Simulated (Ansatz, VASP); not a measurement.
# TaInSe3: VASP beside Ansatz, part 2 of 2

Aim: how closely do two programs agree when they are given the same cell, functional and k mesh? The cell is generated by rule, not measured, and may not be a known phase. The cell is taken from a series of runs on this material, whose earlier steps may have relaxed, scaled, displaced or heated it; both programs get it as it stands.

VASP 6.6.1 and Ansatz 0.2.0.

So far. Step 2 (Ansatz: single point, PBEsol, pair 1): The run ends at a pressure of -1.42 GPa, with forces up to 0.38 eV/Å. Step 3 (VASP: single point, PBEsol, pair 1): The run ends at a pressure of -1.29 GPa, with forces up to 0.39 eV/Å.

The structure was built from a prototype and need not be the compound's stable phase.

## (5) Ansatz: single point, PBEsol, pair 2

Level of this step: Ansatz beside VASP: Kohn-Sham DFT, plane waves, PBEsol (Ansatz).

A single point gives forces, pressure and levels at one fixed geometry, so differences don't come from the geometry; what else differs is listed under the comparison.

The cell is taken from a series of runs on this material, whose earlier steps may have relaxed, scaled, displaced or heated it; both programs get it as it stands.

Contents of input.yaml:

```yaml
crystal:
  lattice:
    - [5.019252156, 5.019252156, 0.0]
    - [5.019252156, 0.0, 5.019252156]
    - [5.019252156, 0.0, -5.019252156]
  atoms:
    - { symbol: In, position: [0.0, 0.0, 0.0] }
    - { symbol: In, position: [0.0, 0.5, 0.5] }
    - { symbol: Ta, position: [0.5, 0.25, 0.75] }
    - { symbol: Ta, position: [0.5, 0.75, 0.25] }
    - { symbol: Se, position: [0.5633955103, 0.0, 1.0] }
    - { symbol: Se, position: [0.4366044897, 0.5, 0.5] }
    - { symbol: Se, position: [0.0, 0.4366044897, 0.0] }
    - { symbol: Se, position: [0.0, 0.0633955103, 0.5] }
    - { symbol: Se, position: [0.4366044897, 0.5633955103, 0.0] }
    - { symbol: Se, position: [0.5633955103, -0.0633955103, 0.5] }
kpoints:
  mp_grid: { grid: [6, 6, 6] }
hamiltonian:
  xc: pbesol
scf:
  occupations: { method: methfessel_paxton, width: 0.15 }
output:
  forces: true
  stress: true
  eigenvalues: true
```

On the command line:

```bash
$ ansatz run input.yaml --threads 8 --pin off --max-ram 14336MiB --backend cpu --events-out ev --progress --plain --runs-dir out
```

Numbers of over 12 decimals in the logs are rounded to 6 here.

What it wrote:

```text
[...]
Crystal: 10 atoms, lattice volume = 252.899 Å³
Basis set: ecut = 420 eV, 4957 PW (Γ), exchange–correlation on 96×96×96 points (8 copies of the dense FFT grid, shifted against one another)
Bands: 89, of which v1, the nominal top of the filled ones, is band 74 counted from 1 (73 counted from 0)
Symmetry: 12 space group operations
[...]
k-points: 32 of 216
[...]
k-point 0: bands = [... 70 lower, 8.4559, 8.4559, 8.5243, 8.5362, 8.9010, 8.9010, 9.3986, 10.3478, ... 11 higher]
  k-point 1: bands = [... 70 lower, 8.5604, 8.5996, 8.6166, 8.6166, 9.2374, 9.2374, 9.8456, 10.4859, ... 11 higher]
  k-point 2: bands = [... 70 lower, 8.3400, 8.3400, 8.6148, 8.7154, 9.8183, 9.8183, 10.3591, 10.4238, ... 11 higher]
  k-point 31: bands = [... 70 lower, 8.0431, 8.0431, 8.3438, 8.3438, 9.9722, 9.9722, 10.5286, 10.5286, ... 11 higher]
[key lines of the parts left out:]
SCF converged after 8 iterations
Free energy (F): -63213.228943 eV
Fermi energy:    9.109971 eV
P = ⅓ Tr σ = -2.6885 GPa (-26.885 kbar)
```

The run ends at a pressure of -2.69 GPa, with forces up to 0.36 eV/Å.

## (6) VASP: single point, PBEsol, pair 2

The same cell, functional, mesh and smearing now go to VASP, with its own data sets.

Contents of INCAR:

```
SYSTEM = TaInSe3
PREC = Accurate
ENCUT = 500
EDIFF = 1E-06
NELM = 120
ISMEAR = 1
SIGMA = 0.15
LREAL = .FALSE.
ALGO = Normal
GGA = PS
NBANDS = 52
LASPH = .TRUE.
LORBIT = 11
LWAVE = .FALSE.
LCHARG = .FALSE.
ISIF = 2
GGA_COMPAT = .FALSE.
KPAR = 2
```

Contents of POSCAR:

```
TaInSe3
1.0
    5.0192521560      5.0192521560      0.0000000000
    5.0192521560      0.0000000000      5.0192521560
    5.0192521560      0.0000000000     -5.0192521560
In Ta Se
2 2 6
Direct
    0.0000000000      0.0000000000      0.0000000000
    0.0000000000      0.5000000000      0.5000000000
    0.5000000000      0.2500000000      0.7500000000
    0.5000000000      0.7500000000      0.2500000000
    0.5633955103      0.0000000000      0.0000000000
    0.4366044897      0.5000000000      0.5000000000
    0.0000000000      0.4366044897      0.0000000000
    0.0000000000      0.0633955103      0.5000000000
    0.4366044897      0.5633955103      0.0000000000
    0.5633955103      0.9366044897      0.5000000000
```

Contents of KPOINTS:

```
Automatic mesh
0
Gamma
6 6 6
0 0 0
```

The projector-augmented-wave data sets are In_d, Ta_pv and Se (PBE family, release 64).

On the command line:

```bash
$ mpirun -np 2 vasp_std
```

What it wrote:

```text
[banner, memory and clock lines left out]
running    2 mpi-ranks, on    1 nodes
[...]
[... a notice as in an earlier step ...]

 LDA part: xc-table for (Slater+PW92), standard interpolation
 POSCAR, INCAR and KPOINTS ok, starting setup
[...]
entering main loop
       N       E                     dE             d eps       ncg     rms          rms(c)
DAV:   1     0.808144478202E+03    0.80814E+03   -0.37327E+04  3352   0.158E+03
DAV:   2     0.568061599701E+02   -0.75134E+03   -0.72472E+03  3468   0.415E+02
DAV:   3    -0.550394762428E+02   -0.11185E+03   -0.10707E+03  4180   0.160E+02
DAV:   4    -0.622183266871E+02   -0.71789E+01   -0.70666E+01  4056   0.389E+01
[...]
DAV:  12    -0.583222883936E+02    0.21393E-03   -0.11180E-03  4316   0.131E-01    0.356E-02
DAV:  13    -0.583222876296E+02    0.76401E-06   -0.73860E-05  4488   0.366E-02    0.197E-02
DAV:  14    -0.583222867433E+02    0.88636E-06   -0.65715E-06  3812   0.146E-02
   1 F= -.58322287E+02 E0= -.58323093E+02  d E =0.241801E-02
```

From OUTCAR (step 6):

```text
  Total       -4.0478203     -4.0478203     -4.0478203      0.3251060     -0.3251060      0.3251060
  in kB      -25.6439406    -25.6439406    -25.6439406      2.0596267     -2.0596267      2.0596267
  external PRESSURE =     -25.6439406 kB  Pullay stress =       0.0000000 kB

 POSITION                                       TOTAL-FORCE (eV/Angst)
 -----------------------------------------------------------------------------------
      0.00000      0.00000      0.00000         0.000000      0.000000      0.000000
      5.01925      0.00000      0.00000         0.000000      0.000000      0.000000
      7.52888      2.50963     -2.50963         0.000000      0.000000      0.000000
      7.52888      2.50963      2.50963         0.000000      0.000000      0.000000
      2.82782      2.82782      0.00000         0.262720      0.262720      0.000000
      7.21068      2.19143      0.00000        -0.262720     -0.262720      0.000000
      2.19143      0.00000      2.19143        -0.262720      0.000000     -0.262720
      2.82782      0.00000     -2.19143         0.262720      0.000000      0.262720
      5.01925      2.19143      2.82782         0.000000     -0.262720      0.262720
     10.03850      2.82782      2.19143        -0.000000      0.262720     -0.262720
 -----------------------------------------------------------------------------------
    total drift:                                0.000000      0.000000      0.000000

  FREE ENERGIE OF THE ION-ELECTRON SYSTEM (eV)
  ---------------------------------------------------
  free  energy   TOTEN  =       -58.3222867433 eV

  energy  without entropy=      -58.3247047528  energy(sigma->0) =      -58.32309275

[... 2 parts as in an earlier step ...]

[... 1 further part left out ...]
[key lines of the parts left out:]
E-fermi :   3.9498
```

The run ends at a pressure of -2.56 GPa, with forces up to 0.37 eV/Å.

## (7) Side by side

What differs besides the data sets and the points named for the pairs above, as far as they apply: the data sets hold 148 valence electrons in Ansatz (on its default PAW (the set named soft_2) files) and 84 in VASP. Total energies have different zeros and are not compared.

Both answers:

| quantity | Ansatz | VASP | difference |
| --- | --- | --- | --- |
| pressure (GPa) | -2.69 | -2.56 | -0.12 |

Forces (eV/Å; atoms numbered as in POSCAR):

| atom | Ansatz x, y, z | VASP x, y, z |
| --- | --- | --- |
| In1 | 0.000, 0.000, 0.000 | 0.000, 0.000, 0.000 |
| In2 | 0.000, 0.000, 0.000 | 0.000, 0.000, 0.000 |
| Ta3 | 0.000, 0.000, 0.000 | 0.000, 0.000, 0.000 |
| Ta4 | 0.000, 0.000, 0.000 | 0.000, 0.000, 0.000 |
| Se5 | 0.256, 0.256, 0.000 | 0.263, 0.263, 0.000 |
| Se6 | -0.256, -0.256, 0.000 | -0.263, -0.263, 0.000 |
| Se7 | -0.256, 0.000, -0.256 | -0.263, 0.000, -0.263 |
| Se8 | 0.256, 0.000, 0.256 | 0.263, 0.000, 0.263 |
| Se9 | 0.000, -0.256, 0.256 | 0.000, -0.263, 0.263 |
| Se10 | 0.000, 0.256, -0.256 | 0.000, 0.263, -0.263 |

The forces differ by 4.2 meV/Å r.m.s., which is 2.6 % of the r.m.s. force of 0.166 eV/Å (both taken over all components).

## (8) VASP: single point, PBEsol, pair 3

A single point gives forces, pressure and levels at one fixed geometry, so differences don't come from the geometry; what else differs is listed under the comparison.

INCAR is that of step 6.

Contents of POSCAR:

```
TaInSe3
1.0
    5.0192521560      5.0192521560      0.0000000000
    5.0192521560      0.0000000000      5.0192521560
    5.0192521560      0.0000000000     -5.0192521560
In Ta Se
2 2 6
Direct
    0.0000000000      0.0000000000      0.0000000000
    0.0000000000      0.5000000000      0.5000000000
    0.5000000000      0.2500000000      0.7500000000
    0.5000000000      0.7500000000      0.2500000000
    0.5845273470      0.0000000000      0.0000000000
    0.4154726530      0.5000000000      0.5000000000
    0.0000000000      0.4154726530      0.0000000000
    0.0000000000      0.0845273470      0.5000000000
    0.4154726530      0.5845273470      0.0000000000
    0.5845273470      0.9154726530      0.5000000000
```

KPOINTS is that of step 6.

On the command line:

```bash
$ mpirun -np 2 vasp_std
```

What it wrote:

```text
[... set-up lines as in an earlier step ...]
 entering main loop
       N       E                     dE             d eps       ncg     rms          rms(c)
DAV:   1     0.806404467653E+03    0.80640E+03   -0.37320E+04  3336   0.158E+03
DAV:   2     0.556264547170E+02   -0.75078E+03   -0.72461E+03  3472   0.415E+02
DAV:   3    -0.553682196688E+02   -0.11099E+03   -0.10654E+03  4204   0.160E+02
DAV:   4    -0.624268168427E+02   -0.70586E+01   -0.69489E+01  4120   0.388E+01
[...]
DAV:  12    -0.585795120143E+02    0.97181E-04   -0.73123E-04  4304   0.100E-01    0.349E-02
DAV:  13    -0.585795094418E+02    0.25725E-05   -0.53084E-05  4304   0.338E-02    0.108E-02
DAV:  14    -0.585795097993E+02   -0.35743E-06   -0.40113E-06  3576   0.839E-03
   1 F= -.58579510E+02 E0= -.58580065E+02  d E =0.166507E-02
```

Parts of OUTCAR (step 8):

```text
  Total       -6.6273111     -6.6273111     -6.6273111      0.4693499     -0.4693499      0.4693499
  in kB      -41.9856522    -41.9856522    -41.9856522      2.9734477     -2.9734477      2.9734477
  external PRESSURE =     -41.9856522 kB  Pullay stress =       0.0000000 kB

 POSITION                                       TOTAL-FORCE (eV/Angst)
 -----------------------------------------------------------------------------------
      0.00000      0.00000      0.00000         0.000000      0.000000      0.000000
      5.01925      0.00000      0.00000         0.000000     -0.000000      0.000000
      7.52888      2.50963     -2.50963         0.000000     -0.000000      0.000000
      7.52888      2.50963      2.50963         0.000000      0.000000      0.000000
      2.93389      2.93389      0.00000         0.121333      0.121333      0.000000
      7.10461      2.08536      0.00000        -0.121333     -0.121333     -0.000000
      2.08536      0.00000      2.08536        -0.121333      0.000000     -0.121333
      2.93389      0.00000     -2.08536         0.121333      0.000000      0.121333
      5.01925      2.08536      2.93389         0.000000     -0.121333      0.121333
     10.03850      2.93389      2.08536         0.000000      0.121333     -0.121333
 -----------------------------------------------------------------------------------
    total drift:                                0.000000      0.000000     -0.000000

  FREE ENERGIE OF THE ION-ELECTRON SYSTEM (eV)
  ---------------------------------------------------
  free  energy   TOTEN  =       -58.5795097993 eV

  energy  without entropy=      -58.5811748731  energy(sigma->0) =      -58.58006482

[... 2 parts as in an earlier step ...]

[... 1 further part left out ...]
[key lines of the parts left out:]
E-fermi :   4.0969
```

The run ends at a pressure of -4.20 GPa, with forces up to 0.17 eV/Å.

## (9) Ansatz: single point, PBEsol, pair 3

The same cell, functional, mesh and smearing now go to Ansatz, which takes its cutoff from its data sets.

The cell is taken from a series of runs on this material, whose earlier steps may have relaxed, scaled, displaced or heated it; both programs get it as it stands.

input.yaml, the sections that differ from step 5:

```yaml
crystal:
  lattice:
    - [5.019252156, 5.019252156, 0.0]
    - [5.019252156, 0.0, 5.019252156]
    - [5.019252156, 0.0, -5.019252156]
  atoms:
    - { symbol: In, position: [0.0, 0.0, 0.0] }
    - { symbol: In, position: [0.0, 0.5, 0.5] }
    - { symbol: Ta, position: [0.5, 0.25, 0.75] }
    - { symbol: Ta, position: [0.5, 0.75, 0.25] }
    - { symbol: Se, position: [0.584527347, 0.0, 1.0] }
    - { symbol: Se, position: [0.415472653, 0.5, 0.5] }
    - { symbol: Se, position: [0.0, 0.415472653, 0.0] }
    - { symbol: Se, position: [0.0, 0.084527347, 0.5] }
    - { symbol: Se, position: [0.415472653, 0.584527347, 0.0] }
    - { symbol: Se, position: [0.584527347, -0.084527347, 0.5] }
# kpoints, hamiltonian, scf, output: as in step 5
```

On the command line:

```bash
$ ansatz run input.yaml --threads 8 --pin off --max-ram 14336MiB --backend cpu --events-out ev --progress --plain --runs-dir out
```

What it wrote:

```text
[...]
Crystal: 10 atoms, lattice volume = 252.899 Å³
Basis set: ecut = 420 eV, 4957 PW (Γ), exchange–correlation on 96×96×96 points (8 copies of the dense FFT grid, shifted against one another)
Bands: 89, of which v1, the nominal top of the filled ones, is band 74 counted from 1 (73 counted from 0)
Symmetry: 12 space group operations
[...]
k-points: 32 of 216
[...]
k-point 0: bands = [... 70 lower, 8.3285, 8.4713, 8.6387, 8.8926, 8.8926, 8.9950, 9.5082, 10.2823, ... 11 higher]
  k-point 1: bands = [... 70 lower, 8.4117, 8.4117, 8.5675, 9.0379, 9.3296, 9.3296, 10.0941, 10.4105, ... 11 higher]
  k-point 2: bands = [... 70 lower, 8.2169, 8.2169, 8.6775, 9.0614, 9.8964, 9.8964, 10.4485, 10.4817, ... 11 higher]
  k-point 31: bands = [... 70 lower, 7.9082, 7.9082, 8.4127, 8.4127, 9.9731, 9.9731, 10.4889, 10.4889, ... 11 higher]
[key lines of the parts left out:]
SCF converged after 7 iterations
Free energy (F): -63213.477397 eV
Fermi energy:    9.257627 eV
P = ⅓ Tr σ = -4.3064 GPa (-43.064 kbar)
```

The run ends at a pressure of -4.31 GPa, with forces up to 0.16 eV/Å.

## (10) Comparison

What differs besides the data sets and the points named for the pairs above, as far as they apply: the data sets hold 148 valence electrons in Ansatz (on its default PAW (the set named soft_2) files) and 84 in VASP. Total energies have different zeros and are not compared.

Compared:

| quantity | Ansatz | VASP | difference |
| --- | --- | --- | --- |
| pressure (GPa) | -4.31 | -4.20 | -0.11 |

Forces (eV/Å; atoms numbered as in POSCAR):

| atom | Ansatz x, y, z | VASP x, y, z |
| --- | --- | --- |
| In1 | 0.000, 0.000, 0.000 | 0.000, 0.000, 0.000 |
| In2 | 0.000, 0.000, 0.000 | 0.000, 0.000, 0.000 |
| Ta3 | 0.000, 0.000, 0.000 | 0.000, 0.000, 0.000 |
| Ta4 | 0.000, 0.000, 0.000 | 0.000, 0.000, 0.000 |
| Se5 | 0.114, 0.114, 0.000 | 0.121, 0.121, 0.000 |
| Se6 | -0.114, -0.114, 0.000 | -0.121, -0.121, 0.000 |
| Se7 | -0.114, 0.000, -0.114 | -0.121, 0.000, -0.121 |
| Se8 | 0.114, 0.000, 0.114 | 0.121, 0.000, 0.121 |
| Se9 | 0.000, -0.114, 0.114 | 0.000, -0.121, 0.121 |
| Se10 | 0.000, 0.114, -0.114 | 0.000, 0.121, -0.121 |

The forces differ by 4.3 meV/Å r.m.s., which is 5.6 % of the r.m.s. force of 0.077 eV/Å (both taken over all components).

## (11) What came out

- r.m.s. force difference (single point, PBEsol, pair 1): 3.5 meV/Å
- r.m.s. force difference (single point, PBEsol, pair 2): 4.2 meV/Å
- r.m.s. force difference (single point, PBEsol, pair 3): 4.3 meV/Å

In words: The r.m.s. force difference is 4.3 meV/Å (single point, PBEsol, pair 3), within the 12 meV/Å picked in this series as the mark of a large difference. The data sets hold unlike numbers of valence electrons (148 in Ansatz and 84 in VASP), so part of the differences comes from the potentials. 2 further runs of this series are not shown here. How closely two codes agree says nothing of how well the functional describes the real material.

[Lines on the potential files, build, host, timing and source positions are cut from VASP's logs without a mark.]

[Logs are printed without paths, hosts, clocks, repeated set-up lines and the standing remarks that a program may print on its own settings, such as how far it seeks lower states.]

[Hosts, paths, dates, database ids (printed as entryN), source tags and the programs' standing remarks are cut or masked in the printed files.]
